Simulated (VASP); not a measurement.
Zn, 1 atom in the cell. The structure is trigonal, space group R-3m (No. 166). The conventional cell has a = 4.975 Å, b = 4.975 Å, c = 2.163 Å, α = 90.00°, β = 90.00°, γ = 120.00°. Zn (site symmetry -3m) is surrounded by 2 Zn at 2.16 Å. This isn't the form of Zn at room conditions, which is hcp.

| Quantity | Value |
| --- | --- |
| Program | VASP 6.6.1 |
| Task | single point |
| Functional | LDA |
| Potentials or basis | VASP PAW LDA potentials, release 64 (Zn) |
| Cutoff | 520 eV |
| k mesh | 24 × 24 × 24 |
| Occupations | gaussian, width 0.15 eV |
| Spin | no spin polarisation |
| Dipole correction | no |
| Further INCAR settings | ALGO = Fast; EDIFF = 1e-06; NBANDS = 12 |

Potentials or basis: VASP PAW LDA potentials, release 64 (Zn).

The run is started by

```console
$ cat potpaw_LDA.64/Zn/POTCAR > POTCAR
$ mpirun -np 1 vasp_std > vasp.out
```

Hardware: 1 thread of Intel(R) Xeon(R) Platinum 8375C CPU @ 2.90GHz (Ice Lake), on a shared host.

Problem. Estimate the wall time of this run.

Solution. Wall time 2.1 min on 1 thread of Intel(R) Xeon(R) Platinum 8375C CPU @ 2.90GHz (Ice Lake), with other jobs on the host, peak memory 0.32 GiB. Counts: scf iterations 11, k points 1313.
